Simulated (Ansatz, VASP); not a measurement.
# One calculation of Nb, two programs

The input INCAR:

```
  PREC = Accurate
  ENCUT = 520
  EDIFF = 1E-7
  ISMEAR = -1
  SIGMA = 0.05
  LREAL = False
  LASPH = True
  NELM = 60
  ALGO = Normal
  ISIF = 2
  LWAVE = False
  LCHARG = True
  LELF = True
  LVHAR = True
  NBANDS = 12
```

Contents of KPOINTS:

```
Automatic mesh
0
Gamma
  11 11 11
```

Contents of POSCAR:

```
Nb
1.0
    0.0000000000      2.1150000000      2.1150000000
    2.1150000000      0.0000000000      2.1150000000
    2.1150000000      2.1150000000      0.0000000000
Nb
1
Direct
    0.0000000000      0.0000000000      0.0000000000
```

Contents of input.yaml:

```yaml
crystal:
  lattice:
    - [0.0, 2.115, 2.115]
    - [2.115, 0.0, 2.115]
    - [2.115, 2.115, 0.0]
  atoms:
    - { symbol: Nb, position: [0.0, 0.0, 0.0] }
kpoints:
  mp_grid: { grid: [11, 11, 11] }
  band_path:
    path:
      - [0.0, 0.0, 0.0]
      - [0.5, 0.0, 0.5]
      - [0.5, 0.25, 0.75]
      - [0.375, 0.375, 0.75]
      - [0.0, 0.0, 0.0]
      - [0.5, 0.5, 0.5]
      - [0.625, 0.25, 0.625]
      - [0.5, 0.25, 0.75]
    npoints: 12
scf:
  occupations: { method: fermi_dirac, width: 0.05 }
hamiltonian:
  xc: lda
  pseudopotentials: { kind: all_electron, lapw: { basis_error: 0.001 } }
output:
  forces: true
  stress: true
  eigenvalues: true
```

Alike in both runs: functional LDA; k mesh 11 × 11 × 11; occupations fermi-dirac, width 0.05 eV; no spin polarisation.

|  | VASP | Ansatz |
| --- | --- | --- |
| version | VASP 6.6.1 | Ansatz 0.2.0 |
| potentials or method | VASP PAW LDA potentials, release 64 (Nb_sv) | all-electron LAPW, scalar-relativistic |
| plane-wave cutoff (eV) | 520 | see its input |
| task | single point | band structure |

```csv
,VASP,Ansatz,Ansatz less VASP
gap on the k mesh at the Fermi level (eV),none,none,-
pressure (GPa),-11.1,-11.0,+0.10
```

A gap of «none» marks a metal or a gap that the smearing closes. Ansatz ran all-electron here, so the differences hold the error of VASP's frozen core and of both bases.
